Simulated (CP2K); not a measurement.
# Hf (P6_3/mmc) in CP2K: further runs, part 3 of 3

CP2K 2026.2.

## 4. Band structure, PBE

The input, hf_bands.inp:

```
&GLOBAL
  PROJECT hf_bands
  RUN_TYPE ENERGY_FORCE
  PRINT_LEVEL LOW
&END GLOBAL
&FORCE_EVAL
  METHOD QS
  STRESS_TENSOR ANALYTICAL
  &DFT
    BASIS_SET_FILE_NAME BASIS_MOLOPT_UCL
    POTENTIAL_FILE_NAME GTH_POTENTIALS
    &MGRID
      CUTOFF 500
      REL_CUTOFF 60
      NGRIDS 4
    &END MGRID
    &QS
      METHOD GPW
      EPS_DEFAULT 1.0E-9
    &END QS
    &KPOINTS
      SCHEME MONKHORST-PACK 10 10 5
      GAMMA_CENTERED T
      SYMMETRY T
      SYMMETRY_BACKEND SPGLIB
    &END KPOINTS
    &SCF
      SCF_GUESS ATOMIC
      EPS_SCF 1.0E-6
      MAX_SCF 100
      ADDED_MOS 16
      CHOLESKY OFF
      EPS_EIGVAL 1.0E-7
      &DIAGONALIZATION ON
        ALGORITHM STANDARD
      &END DIAGONALIZATION
      &MIXING ON
        METHOD BROYDEN_MIXING
        ALPHA 0.4
        BETA 1.5
        NBUFFER 8
      &END MIXING
      &SMEAR ON
        METHOD FERMI_DIRAC
        ELECTRONIC_TEMPERATURE 580.23
      &END SMEAR
    &END SCF
    &XC
      &XC_FUNCTIONAL
        &GGA_X_PBE
        &END GGA_X_PBE
        &GGA_C_PBE
        &END GGA_C_PBE
      &END XC_FUNCTIONAL
    &END XC
    &PRINT
      &KPOINTS ON
      &END KPOINTS
      &MULLIKEN ON
      &END MULLIKEN
      &MO ON
        ENERGIES T
        OCCUPATION_NUMBERS T
        &EACH
          QS_SCF 0
        &END EACH
        ADD_LAST NUMERIC
      &END MO
      &BAND_STRUCTURE
        FILE_NAME bands.bs
        ADDED_MOS 2
        &KPOINT_SET
          UNITS B_VECTOR
          NPOINTS 10
          SPECIAL_POINT GAMMA 0.00000000 0.00000000 0.00000000
          SPECIAL_POINT M 0.50000000 0.00000000 0.00000000
          SPECIAL_POINT K 0.33333333 0.33333333 0.00000000
          SPECIAL_POINT GAMMA 0.00000000 0.00000000 0.00000000
          SPECIAL_POINT A 0.00000000 0.00000000 0.50000000
          SPECIAL_POINT L 0.50000000 0.00000000 0.50000000
          SPECIAL_POINT H 0.33333333 0.33333333 0.50000000
          SPECIAL_POINT A 0.00000000 0.00000000 0.50000000
        &END KPOINT_SET
        &KPOINT_SET
          UNITS B_VECTOR
          NPOINTS 10
          SPECIAL_POINT L 0.50000000 0.00000000 0.50000000
          SPECIAL_POINT M 0.50000000 0.00000000 0.00000000
        &END KPOINT_SET
        &KPOINT_SET
          UNITS B_VECTOR
          NPOINTS 10
          SPECIAL_POINT K 0.33333333 0.33333333 0.00000000
          SPECIAL_POINT H 0.33333333 0.33333333 0.50000000
        &END KPOINT_SET
      &END BAND_STRUCTURE
    &END PRINT
  &END DFT
  &SUBSYS
    &CELL
      ABC 3.1967000000 3.1967000000 5.0578000000
      ALPHA_BETA_GAMMA 90.0000000000 90.0000000000 119.9999999998
      PERIODIC XYZ
    &END CELL
    &COORD
      SCALED
      Hf  0.6666666667 0.3333333333 0.7500000000
      Hf  0.3333333333 0.6666666667 0.2500000000
    &END COORD
    &KIND Hf
      BASIS_SET TZVP-MOLOPT-SR-GTH-q12
      POTENTIAL GTH-PBE-q12
    &END KIND
    &PRINT
      &ATOMIC_COORDINATES ON
      &END ATOMIC_COORDINATES
      &CELL ON
      &END CELL
    &END PRINT
  &END SUBSYS
  &PRINT
    &FORCES ON
    &END FORCES
    &STRESS_TENSOR ON
    &END STRESS_TENSOR
  &END PRINT
&END FORCE_EVAL
```

Potentials or basis: GTH_POTENTIALS Hf GTH-PBE-q12; TZVP-MOLOPT-SR-GTH basis.

On the command line:

```bash
> OMP_NUM_THREADS=1 cp2k.psmp -i hf_bands.inp -o hf_bands.out
```

hf_bands.out:

```text

 CP2K| version string:                                       CP2K version 2026.2
 CP2K| Input file name                                              hf_bands.inp

 GLOBAL| Force Environment number                                              1
 GLOBAL| Basis set file name                                    BASIS_MOLOPT_UCL
 GLOBAL| Potential file name                                      GTH_POTENTIALS
 GLOBAL| MM Potential file name                                     MM_POTENTIAL
 GLOBAL| Coordinate file name                                      __STD_INPUT__
 GLOBAL| Method name                                                        CP2K
 GLOBAL| Project name                                                   hf_bands
 GLOBAL| Run type                                                   ENERGY_FORCE
 GLOBAL| FFT library                                                       FFTW3
[... 6 lines left out ...]
 GLOBAL| Total number of message passing processes                             1
 GLOBAL| Number of threads for this process                                    1
 GLOBAL| CPU model name                                 Intel(R) Xeon(R) 6975P-C

 CELL| Volume [angstrom^3]:                                            44.760615
 CELL| Vector a [angstrom]:       3.197     0.000     0.000   |a| =     3.196700
 CELL| Vector b [angstrom]:      -1.598     2.768     0.000   |b| =     3.196700
 CELL| Vector c [angstrom]:       0.000     0.000     5.058   |c| =     5.057800
 CELL| Angle (b,c), alpha [degree]:                                    90.000000
 CELL| Angle (a,c), beta  [degree]:                                    90.000000
 CELL| Angle (a,b), gamma [degree]:                                   120.000000
 CELL| Numerically orthorhombic:                                              NO
 CELL| Periodicity                                                           XYZ

 CELL_REF| Volume [angstrom^3]:                                        44.760615
 CELL_REF| Vector a [angstrom     3.197     0.000     0.000   |a| =     3.196700
 CELL_REF| Vector b [angstrom    -1.598     2.768     0.000   |b| =     3.196700
 CELL_REF| Vector c [angstrom     0.000     0.000     5.058   |c| =     5.057800
 CELL_REF| Angle (b,c), alpha [degree]:                                90.000000
 CELL_REF| Angle (a,c), beta  [degree]:                                90.000000
 CELL_REF| Angle (a,b), gamma [degree]:                               120.000000
 CELL_REF| Numerically orthorhombic:                                          NO
 CELL_REF| Periodicity                                                       XYZ
[... 9 lines left out ...]
 TOTAL NUMBERS AND MAXIMUM NUMBERS

  Total number of            - Atomic kinds:                                   1
                             - Atoms:                                          2
                             - Shell sets:                                     2
                             - Shells:                                        22
                             - Primitive Cartesian functions:                 12
                             - Cartesian basis functions:                     82
                             - Spherical basis functions:                     70

  Maximum angular momentum of- Orbital basis functions:                        3
                             - Local part of the GTH pseudopotential:          2
                             - Non-local part of the GTH pseudopotential:      4

 MODULE QUICKSTEP: ATOMIC COORDINATES IN ANGSTROM

   Atom Kind Element         X             Y             Z       Z(eff)     Mass
      1    1 Hf   72      1.598350      0.922808      3.793350  12.0000 178.4900
      2    1 Hf   72     -0.000000      1.845616      1.264450  12.0000 178.4900

 SCF PARAMETERS         Density guess:                                    ATOMIC
[... 9 lines left out ...]
                        --------------------------------------------------------
[... 82 lines left out ...]
     1 NoMix/Diag. 0.40E+00    3.5     0.62697493       -99.1143200240 -9.91E+01
     2 Broy./Diag. 0.40E+00    3.2     0.02566255       -99.1472514149 -3.29E-02
     3 Broy./Diag. 0.40E+00    3.4     0.08041739       -98.7260809433  4.21E-01
     4 Broy./Diag. 0.40E+00    3.4     0.00417547       -98.4942045390  2.32E-01
     5 Broy./Diag. 0.40E+00    3.1     0.00158381       -98.5036638030 -9.46E-03
     6 Broy./Diag. 0.40E+00    3.2     0.00053810       -98.5050102873 -1.35E-03
     7 Broy./Diag. 0.40E+00    3.3     0.00028316       -98.5064968295 -1.49E-03
     8 Broy./Diag. 0.40E+00    3.2     0.00001594       -98.5067131841 -2.16E-04
     9 Broy./Diag. 0.40E+00    3.3     0.00002476       -98.5066606986  5.25E-05
    10 Broy./Diag. 0.40E+00    3.2     0.00000541       -98.5066331582  2.75E-05
    11 Broy./Diag. 0.40E+00    3.2     0.00000185       -98.5066295778  3.58E-06
    12 Broy./Diag. 0.40E+00    3.2     0.00000099       -98.5066304569 -8.79E-07

  *** SCF run converged in    12 steps ***

  Electronic density on regular grids:        -24.0000000010       -0.0000000010
  Core density on regular grids:               23.9999999721       -0.0000000279
  Total charge density on r-space grids:       -0.0000000289
  Total charge density g-space grids:          -0.0000000289

  Overlap energy of the core charge distribution:               0.00000000001509
  Self energy of the core charge distribution:               -145.07732148370874
  Core Hamiltonian energy:                                     30.74320712410547
  Hartree energy:                                              27.96137997126100
  Exchange-correlation energy:                                -12.13348160135262
  Electronic entropic energy:                                  -0.00041446732390
  Fermi energy:                                                 0.38143157135568

  Total energy:                                               -98.50663045687111
  Total energy (extrapolated to T->0):                        -98.50642322320915

 MO| EIGENVALUES AND OCCUPATION NUMBERS FOR K POINT 1
 MO|
 MO|  Index      Eigenvalue [a.u.]        Eigenvalue [eV]             Occupation
 MO|      1              -1.825605             -49.677231               2.000000
 MO|      2              -1.825415             -49.672059               2.000000
 MO|      3              -0.755064             -20.546347               2.000000
 MO|      4              -0.753706             -20.509374               2.000000
 MO|      5              -0.743962             -20.244231               2.000000
 MO|      6              -0.741257             -20.170617               2.000000
[... 462 lines left out ...]
 MO|     27               1.040523              28.314062               0.000000
 MO|     28               1.090181              29.665344               0.000000
 MO| Sum:                                                              24.000125
 MO| E(Fermi):            0.381432 a.u.         10.379281 eV

 [... the levels of further k-points ...]

 !-----------------------------------------------------------------------------!
                     Mulliken Population Analysis

 #  Atom  Element  Kind  Atomic population                           Net charge
       1     Hf       1         11.999988                              0.000012
       2     Hf       1         12.000012                             -0.000012
 # Total charge                             24.000000                 -0.000000

 !-----------------------------------------------------------------------------!

 KPOINTS| Band Structure Calculation
 KPOINTS| Number of k-point sets                                               3
 KPOINTS| Number of added MOs/bands                                            2
 KPOINTS| Number of k-points in set    1                                      71
 KPOINTS| In units of b-vector [2pi/Bohr]
 KPOINTS| Special point     1       GAMMA     0.000000     0.000000     0.000000
 KPOINTS| Special point     2           M     0.500000     0.000000     0.000000
 KPOINTS| Special point     3           K     0.333333     0.333333     0.000000
 KPOINTS| Special point     4       GAMMA     0.000000     0.000000     0.000000
 KPOINTS| Special point     5           A     0.000000     0.000000     0.500000
 KPOINTS| Special point     6           L     0.500000     0.000000     0.500000
 KPOINTS| Special point     7           H     0.333333     0.333333     0.500000
 KPOINTS| Special point     8           A     0.000000     0.000000     0.500000
 KPOINTS| Number of k-points in set    2                                      11
 KPOINTS| In units of b-vector [2pi/Bohr]
 KPOINTS| Special point     1           L     0.500000     0.000000     0.500000
 KPOINTS| Special point     2           M     0.500000     0.000000     0.000000
 KPOINTS| Number of k-points in set    3                                      11
 KPOINTS| In units of b-vector [2pi/Bohr]
 KPOINTS| Special point     1           K     0.333333     0.333333     0.000000
 KPOINTS| Special point     2           H     0.333333     0.333333     0.500000

 ENERGY| Total FORCE_EVAL ( QS ) energy [hartree]            -98.506631601709159

 FORCES| Atomic forces [hartree/bohr]
 FORCES|   Atom     x               y               z               |f|
 FORCES|      1 -4.81604047E-11 -3.24973939E-10 -4.35778163E-10   5.45738118E-10
 FORCES|      2  3.10914652E-11  3.49675485E-10  4.40063957E-10   5.62935085E-10
 FORCES| Sum    -1.70689395E-11  2.47015463E-11  4.28579366E-12
 FORCES| Total atomic force                                       3.03295748E-11

 STRESS| Analytical stress tensor [bar]
 STRESS|                        x                   y                   z
 STRESS|      x        5.30536971765E+03  -6.46950281252E-03  -1.42637505098E-07
 STRESS|      y       -6.46950281252E-03   5.30537800263E+03   5.95270527037E-06
 STRESS|      z       -1.42637505098E-07   5.95270527037E-06   4.43795798127E+02
 STRESS| 1/3 Trace                                             3.68484783947E+03
 STRESS| Determinant                                           1.24915166889E+10

 STRESS| Eigenvectors and eigenvalues of the analytical stress tensor [bar]
 STRESS|                        1                   2                   3
 STRESS| Eigenvalues   4.43795798127E+02   5.30536617803E+03   5.30538154224E+03
 STRESS|      x           0.000000000029      0.877279709315     -0.479979490837
 STRESS|      y          -0.000000001224      0.479979490837      0.877279709315
 STRESS|      z           1.000000000000      0.000000000562      0.000000001088
```

It took 49 s on 1 thread of Intel Xeon 6975P-C (Granite Rapids), shared host; peak memory 0.43 GiB.

What came out:

| Property | Result |
| --- | --- |
| Free energy | -2680.5018 eV |
| Pressure | 0.4 GPa |
| Band gap on the k mesh | none (metal or under the smearing width) |

Levels at the corners of the path, in eV from the Fermi level:
```tsv
point	band 10	band 11	band 12	band 13	band 14	band 15
Γ	-3.67	0.62	1.22	1.22	1.49	2.04
M	-2.72	-2.21	-0.82	0.84	0.88	1.70
K	-1.79	-1.79	-1.43	0.38	0.38	2.07
Γ	-3.67	0.62	1.22	1.22	1.49	2.04
A	-5.36	0.16	0.16	1.12	1.12	1.12
L	-3.37	-0.97	-0.97	1.15	1.15	2.68
H	-1.74	-1.46	-1.46	-0.22	-0.22	2.55
A	-5.36	0.16	0.16	1.12	1.12	1.12
L	-3.37	-0.97	-0.97	1.15	1.15	2.68
M	-2.72	-2.21	-0.82	0.84	0.88	1.70
K	-1.79	-1.79	-1.43	0.38	0.38	2.07
H	-1.74	-1.46	-1.46	-0.22	-0.22	2.55
```

Caveat: spin-orbit coupling is left out, which moves the levels of the heavy elements; the basis of atomic orbitals isn't converged, which shifts pressures, moduli and gaps.

## 5. Band structure, PBE

Changes to hf_bands.inp since step 4:

```diff
@@ -9,4 +9,4 @@
   &DFT
-    BASIS_SET_FILE_NAME BASIS_MOLOPT_UCL
-    POTENTIAL_FILE_NAME GTH_POTENTIALS
+    BASIS_SET_FILE_NAME BASIS_MOLOPT_UZH
+    POTENTIAL_FILE_NAME POTENTIAL_UZH
     &MGRID
@@ -110,3 +110,3 @@
     &KIND Hf
-      BASIS_SET TZVP-MOLOPT-SR-GTH-q12
+      BASIS_SET TZVP-MOLOPT-PBE-GTH-q12
       POTENTIAL GTH-PBE-q12
```

Potentials or basis: POTENTIAL_UZH Hf GTH-PBE-q12; TZVP-MOLOPT-PBE-GTH basis.

On the command line:

```bash
> OMP_NUM_THREADS=1 cp2k.psmp -i hf_bands.inp -o hf_bands.out
```

It took 44 s on 1 thread of Intel Xeon 6975P-C (Granite Rapids), shared host; peak memory 0.41 GiB.

Results (log left out):

- Free energy: -2682.5389 eV
- Pressure: 0.8 GPa
- Band gap on the k mesh: none (metal or under the smearing width)

Stress tensor (GPa, compression positive):
```
0.93 0.00 0.00
0.00 0.93 0.00
0.00 0.00 0.53
```

Levels at the corners of the path, in eV from the Fermi level:
```csv
point,band 8,band 9,band 10,band 11,band 12,band 13,band 14,band 15,band 16,band 17
Γ,-30.21,-7.31,-3.67,0.59,1.23,1.23,1.50,2.05,2.05,2.70
M,-30.29,-3.32,-2.72,-2.21,-0.83,0.85,0.88,1.71,5.99,6.50
K,-30.52,-2.11,-1.79,-1.79,-1.44,0.38,0.38,2.08,5.29,5.29
Γ,-30.21,-7.31,-3.67,0.59,1.23,1.23,1.50,2.05,2.05,2.70
A,-30.27,-5.36,-5.36,0.16,0.16,1.12,1.12,1.12,1.12,4.88
L,-30.40,-3.37,-3.37,-0.97,-0.97,1.14,1.14,2.70,2.70,6.19
H,-30.34,-1.73,-1.73,-1.47,-1.47,-0.22,-0.22,2.57,2.57,5.14
A,-30.27,-5.36,-5.36,0.16,0.16,1.12,1.12,1.12,1.12,4.88
L,-30.40,-3.37,-3.37,-0.97,-0.97,1.14,1.14,2.70,2.70,6.19
M,-30.29,-3.32,-2.72,-2.21,-0.83,0.85,0.88,1.71,5.99,6.50
K,-30.52,-2.11,-1.79,-1.79,-1.44,0.38,0.38,2.08,5.29,5.29
H,-30.34,-1.73,-1.73,-1.47,-1.47,-0.22,-0.22,2.57,2.57,5.14
```

Caveat: spin-orbit coupling is left out, which moves the levels of the heavy elements; the basis of atomic orbitals isn't converged, which shifts pressures, moduli and gaps.

## 6. Band structure, PBE

Changes to hf_bands.inp since step 5:

```diff
@@ -110,3 +110,3 @@
     &KIND Hf
-      BASIS_SET TZVP-MOLOPT-PBE-GTH-q12
+      BASIS_SET TZV2P-MOLOPT-PBE-GTH-q12
       POTENTIAL GTH-PBE-q12
```

Potentials or basis: POTENTIAL_UZH Hf GTH-PBE-q12; TZV2P-MOLOPT-PBE-GTH basis.

On the command line:

```bash
> OMP_NUM_THREADS=1 cp2k.psmp -i hf_bands.inp -o hf_bands.out
```

It took 59 s on 1 thread of Intel Xeon 6975P-C (Granite Rapids), shared host; peak memory 0.51 GiB.

The run converged. Its results:

- Free energy: -2682.5645 eV
- Pressure: 0.7 GPa
- Band gap on the k mesh: none (metal or under the smearing width)

Stress tensor (GPa, compression positive):
```
0.82 0.00 0.00
0.00 0.82 0.00
0.00 0.00 0.32
```

Levels at the corners of the path, in eV from the Fermi level:
| point | band 10 | band 11 | band 12 | band 13 | band 14 | band 15 |
| --- | --- | --- | --- | --- | --- | --- |
| Γ | -3.66 | 0.57 | 1.23 | 1.23 | 1.50 | 2.06 |
| M | -2.72 | -2.21 | -0.83 | 0.85 | 0.87 | 1.71 |
| K | -1.78 | -1.78 | -1.44 | 0.39 | 0.39 | 2.07 |
| Γ | -3.66 | 0.57 | 1.23 | 1.23 | 1.50 | 2.06 |
| A | -5.35 | 0.16 | 0.16 | 1.13 | 1.13 | 1.13 |
| L | -3.37 | -0.96 | -0.96 | 1.13 | 1.13 | 2.69 |
| H | -1.73 | -1.46 | -1.46 | -0.21 | -0.21 | 2.56 |
| A | -5.35 | 0.16 | 0.16 | 1.13 | 1.13 | 1.13 |
| L | -3.37 | -0.96 | -0.96 | 1.13 | 1.13 | 2.69 |
| M | -2.72 | -2.21 | -0.83 | 0.85 | 0.87 | 1.71 |
| K | -1.78 | -1.78 | -1.44 | 0.39 | 0.39 | 2.07 |
| H | -1.73 | -1.46 | -1.46 | -0.21 | -0.21 | 2.56 |

Caveat: spin-orbit coupling is left out, which moves the levels of the heavy elements; the basis of atomic orbitals isn't converged, which shifts pressures, moduli and gaps.

## 7. Summary

```tsv
potentials or basis	basis sets	potentials	gap on the mesh (eV)	pressure (GPa)
POTENTIAL_UZH Hf GTH-PBE-q12; DZVP-MOLOPT-PBE-GTH basis	Hf DZVP-MOLOPT-PBE-GTH-q12	Hf GTH-PBE-q12 of POTENTIAL_UZH	none	1.0
POTENTIAL_UZH Hf GTH-PBE-q12; ccGRB-D basis	Hf ccGRB-D-q12	Hf GTH-PBE-q12 of POTENTIAL_UZH	none	0.4
GTH_POTENTIALS Hf GTH-PBE-q12; TZVP-MOLOPT-SR-GTH basis	Hf TZVP-MOLOPT-SR-GTH-q12	Hf GTH-PBE-q12 of GTH_POTENTIALS	none	0.4
POTENTIAL_UZH Hf GTH-PBE-q12; TZVP-MOLOPT-PBE-GTH basis	Hf TZVP-MOLOPT-PBE-GTH-q12	Hf GTH-PBE-q12 of POTENTIAL_UZH	none	0.8
POTENTIAL_UZH Hf GTH-PBE-q12; TZV2P-MOLOPT-PBE-GTH basis	Hf TZV2P-MOLOPT-PBE-GTH-q12	Hf GTH-PBE-q12 of POTENTIAL_UZH	none	0.7
```

Alike in all rows: task band structure; level PBE; no spin polarisation; cell as given; k mesh 10 × 10 × 5; smearing fermi-dirac 0.05 eV.

Caveats: spin-orbit coupling is left out, which moves the levels of the heavy elements; the basis of atomic orbitals isn't converged, which shifts pressures, moduli and gaps.

Total energies depend on the potentials used, so only differences within one code and one set of settings carry meaning.
